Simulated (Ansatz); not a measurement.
# SnO2: the cost of one run

Program: Ansatz 0.2.0. Level of theory: DFT PBE, scalar-relativistic, plane waves, PAW. These are calculated values, not measurements.

### 1 The starting structure

The structure is cubic, space group Fm-3m (No. 225). Conventional cell: a = 5.148 Å, b = 5.148 Å, c = 5.148 Å, α = 90.00°, β = 90.00°, γ = 90.00°. Sn (site symmetry m-3m) is surrounded by 8 O at 2.23 Å. O (site symmetry -43m) is surrounded by 4 Sn at 2.23 Å.

Coordinates:

```xyz
3
Lattice="0.0000 2.5741 2.5741 2.5741 0.0000 2.5741 2.5741 2.5741 0.0000" Properties=species:S:1:pos:R:3 pbc="T T T"
Sn    0.0000    0.0000    0.0000
O     1.2871    1.2871    1.2871
O     3.8612    3.8612    3.8612
```

The structure comes from the Materials Project (structure only).

### 2 A distortion that keeps the symmetry

The change: strain xx, yy, zz, yz, xz, xy = -3.3, -3.3, -3.3, +0.0, +0.0, +0.0 %.

The input, input.yaml:

```yaml
crystal:
  lattice:
    - [0.0, 2.4880961655, 2.4880961655]
    - [2.4880961655, 0.0, 2.4880961655]
    - [2.4880961655, 2.4880961655, 0.0]
  atoms:
    - { symbol: Sn, position: [0.0, 0.0, 0.0] }
    - { symbol: O, position: [0.25, 0.25, 0.25] }
    - { symbol: O, position: [0.75, 0.75, 0.75] }
basis:
  ecutwfc: 420
kpoints:
  mp_grid: { grid: [14, 14, 14] }
hamiltonian:
  xc: pbe
scf:
  occupations: { method: gaussian, width: 0.1 }
output:
  forces: true
  stress: true
  eigenvalues: true
  populations: true
```

Run with:

```console
$ ansatz run input.yaml --threads 1 --pin off --max-ram 1331MiB --backend cpu --events-out ev --progress --plain --runs-dir out
```

Q: Estimate wall time and peak memory on 1 thread of an x86-64 CPU, shared host.

About 7.3 s, with a peak of 0.34 GiB.
